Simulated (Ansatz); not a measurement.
A strain series on KI (Fm-3m): isotropic on every length

A 2-atom cell of KI started from a crystallographic database, relaxed with r2SCAN in the plane-wave code Ansatz, then strained (isotropic on every length; changes of length per length, axes as in the cell below) with the atoms relaxed again within the symmetry that is left. It is cubic, Fm-3m (No. 225); a = 7.089 Å in the conventional setting, 44.53 Å³ an atom. K has 6 I at 3.54 Å; I has 6 K at 3.54 Å. Calculated for a static, non-magnetic cell.

```xyz
2
Lattice="0.0000 3.5446 3.5446 3.5446 0.0000 3.5446 3.5446 3.5446 0.0000" Properties=species:S:1:pos:R:3 pbc="T T T"
K     0.0000    0.0000    0.0000
I     3.5446    3.5446    3.5446
```

Gaps are the least over each mesh (PBE 6×6×6, r2SCAN 6×6×6, HSE06 4×4×4 when unstrained) and the special points, which keep their unstrained names; stress is the change from the unstrained cell, compression positive.

| strain (%) | gap, PBE (eV) | gap, r2SCAN (eV) | gap, HSE06 (eV) | edges, HSE06 | mean stress, r2SCAN (GPa) | energy rise, r2SCAN (meV/atom) |
| --- | --- | --- | --- | --- | --- | --- |
| -2.9 | 4.160 | 4.825 | 5.176 | Γ | +1.37 | 15.2 |
| 0.0 | 3.944 | 4.585 | 4.940 | Γ | 0.00 | 0.0 |
| +2.78 | 3.764 | 4.388 | 4.744 | Γ | -0.84 | 10.4 |

Problem. Estimate the row for a strain of +5.19 %.

Solution.

| strain (%) | gap, PBE (eV) | gap, r2SCAN (eV) | gap, HSE06 (eV) | edges, HSE06 | mean stress, r2SCAN (GPa) | energy rise, r2SCAN (meV/atom) |
| --- | --- | --- | --- | --- | --- | --- |
| +5.19 | 3.625 | 4.240 | 4.592 | Γ | -1.30 | 33.7 |

Between zero and the nearest strains the slope of the HSE06 gap against strain is -0.081 eV per percent for negative and -0.071 for positive strain.

No spin-orbit coupling is included; it can move band edges with weight on the heavy atoms by tenths of an eV.

The meshes of the hybrids are coarse, so their gaps aren't converged to the digits shown.
